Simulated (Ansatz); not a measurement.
Input of an Ansatz 0.2.0 run:

input.yaml

```yaml
crystal:
  lattice:
    - [4.738, 0.0, 0.0]
    - [0.0, 4.738, 0.0]
    - [0.0, 0.0, 3.1865]
  atoms:
    - { symbol: Sn, position: [0.5, 0.5, 0.5] }
    - { symbol: Sn, position: [0.0, 0.0, 0.0] }
    - { symbol: O, position: [0.8071, 0.1929, 0.5] }
    - { symbol: O, position: [0.6929, 0.6929, 0.0] }
    - { symbol: O, position: [0.1929, 0.8071, 0.5] }
    - { symbol: O, position: [0.3071, 0.3071, 0.0] }
hamiltonian:
  xc: lda
  pseudopotentials: { kind: paw }
kpoints:
  mp_grid: { grid: [6, 6, 8] }
  band_path:
    path:
      - [[0.0, 0.0, 0.0], [0.0, 0.5, 0.0], [0.5, 0.5, 0.0], [0.0, 0.0, 0.0], [0.0, 0.0, 0.5], [0.0, 0.5, 0.5], [0.5, 0.5, 0.5], [0.0, 0.0, 0.5]]
      - [[0.0, 0.5, 0.0], [0.0, 0.5, 0.5]]
      - [[0.5, 0.5, 0.0], [0.5, 0.5, 0.5]]
    npoints: 14
scf:
  occupations: { method: fermi_dirac, width: 0.05 }
  n_extra_bands: 15
output:
  forces: true
  stress: true
  eigenvalues: true
  fatbands: true
```

Potentials or basis: Ansatz PAW.

Command:

```sh
$ ansatz run input.yaml --threads 2 --pin off --max-ram 5632MiB --backend cpu --events-out ev --progress --plain --runs-dir out
```

Predict the band gap on the k mesh.

1.13 eV, direct.

Predict the largest force.

0.155 eV/Å.

Estimate the pressure.

-0.7 GPa.

What does it give for the band gap along the path?

1.13 eV, direct.

Levels at the corners of the path, in eV from the valence-band top:
| point | band 23 | band 24 | band 25 | band 26 | band 27 | band 28 | band 29 | band 30 |
| --- | --- | --- | --- | --- | --- | --- | --- | --- |
| Γ | -1.26 | -0.80 | -0.80 | 0.00 | 1.13 | 5.91 | 6.11 | 6.11 |
| X | -1.22 | -1.22 | -0.65 | -0.65 | 4.28 | 4.28 | 6.84 | 6.84 |
| M | -1.34 | -1.34 | -0.91 | -0.91 | 4.65 | 4.65 | 7.30 | 7.30 |
| Γ | -1.26 | -0.80 | -0.80 | 0.00 | 1.13 | 5.91 | 6.11 | 6.11 |
| Z | -1.70 | -1.70 | -1.28 | -1.28 | 6.02 | 6.02 | 9.52 | 9.52 |
| R | -1.13 | -1.13 | -0.72 | -0.72 | 6.29 | 6.29 | 7.85 | 7.85 |
| A | -1.00 | -1.00 | -0.85 | -0.85 | 4.71 | 4.71 | 8.60 | 8.60 |
| Z | -1.70 | -1.70 | -1.28 | -1.28 | 6.02 | 6.02 | 9.52 | 9.52 |
| X | -1.22 | -1.22 | -0.65 | -0.65 | 4.28 | 4.28 | 6.84 | 6.84 |
| R | -1.13 | -1.13 | -0.72 | -0.72 | 6.29 | 6.29 | 7.85 | 7.85 |
| M | -1.34 | -1.34 | -0.91 | -0.91 | 4.65 | 4.65 | 7.30 | 7.30 |
| A | -1.00 | -1.00 | -0.85 | -0.85 | 4.71 | 4.71 | 8.60 | 8.60 |

Caveat: the pressure holds a Pulay correction of +1.1 GPa for the finite cutoff; spin-orbit coupling is left out, which moves the levels of the heavy elements; the PAW data sets come from PBE, with cores solved anew for the run's functional, which leaves a small shift of forces and pressure. Expect the measured gap to be larger: semilocal functionals such as LDA lack the derivative discontinuity.
